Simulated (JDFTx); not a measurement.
The system is Ge.

```xyz
2
Lattice="0.0000 2.8289 2.8289 2.8289 0.0000 2.8289 2.8289 2.8289 0.0000" Properties=species:S:1:pos:R:3 pbc="T T T"
Ge    4.2434    4.2434    4.2434
Ge    2.8289    2.8289    2.8289
```

Base run:

| Property | Result |
| --- | --- |
| Program | JDFTx 1.7.0 (patched build) |
| Functional | PBEsol |
| Potentials or basis | PseudoDojo-SR-PBEsol-0.4.1-standard with smoothed tails |
| Cutoff | 1061 eV |
| Density cutoff | 8490 eV |
| k mesh | 8 × 8 × 8 |
| Occupations | fermi-dirac, width 0.05 eV |
| Spin | no spin polarisation |

Its results: band gap on the k mesh none (metal or under the smearing width); pressure 0.6 GPa.

The run is repeated on the same cell with these changes: functional from PBEsol to LDA; potentials or basis from PseudoDojo-SR-PBEsol-0.4.1-standard with smoothed tails to PseudoDojo-SR-LDA-0.4.1-standard with smoothed tails. What comes out?

Band gap on the k mesh none (metal or under the smearing width); pressure -1.4 GPa.

Caveats: this crystal is a semiconductor, whose small gap the functional closes, so the metal is an error of the method.
